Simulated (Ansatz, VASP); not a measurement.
## C: VASP beside Ansatz

```
C
1.0
     2.46766    0.00000    0.00000
    -1.23383    2.13705    0.00000
     0.00000    0.00000    8.30459
C
8
Direct
  0.00000 0.00000 0.09297
  0.00000 0.00000 0.59297
  0.00000 0.00000 0.40703
  0.00000 0.00000 0.90703
  0.33333 0.66667 0.15553
  0.66667 0.33333 0.65553
  0.33333 0.66667 0.34447
  0.66667 0.33333 0.84447
```

Change from the starting cell: strain -0.0200 x Voigt [1, 1, 0, 0, 0, 0], atoms carried along.

Alike in both runs: task single point; functional PBE; k mesh 12 × 12 × 4; occupations gaussian, width 0.05 eV; no spin polarisation.

|  | VASP | Ansatz |
| --- | --- | --- |
| version | VASP 6.6.1 | Ansatz 0.2.0 |
| potentials or method | VASP PAW PBE potentials, release 64 (C) | scalar-relativistic, plane waves, PAW |
| plane-wave cutoff (eV) | 520 | 420 |
| valence electrons in the cell | 32 | 32 |

VASP gave:

* gap on the k mesh at the Fermi level (eV): 4.81
* least direct gap on the mesh (eV): 5.05
* pressure (GPa): 19.9
* largest component of the traceless stress (GPa): 17.58
* rms of the force components (eV/Å): 0.058

**Question.** Which values does Ansatz return?

**Answer.** gap on the k mesh at the Fermi level (eV): 4.82; least direct gap on the mesh (eV): 5.06; pressure (GPa): 19.1; largest component of the traceless stress (GPa): 17.43; rms of the force components (eV/Å): 0.053.

Atom by atom the forces differ by 0.005 eV/Å (rms over components). The functional is the same, so the differences come from potentials, cutoffs and numerics.

Caveats: so large a pressure means that the cell lies far from this level's equilibrium, or that cutoff or potentials fall short (VASP).
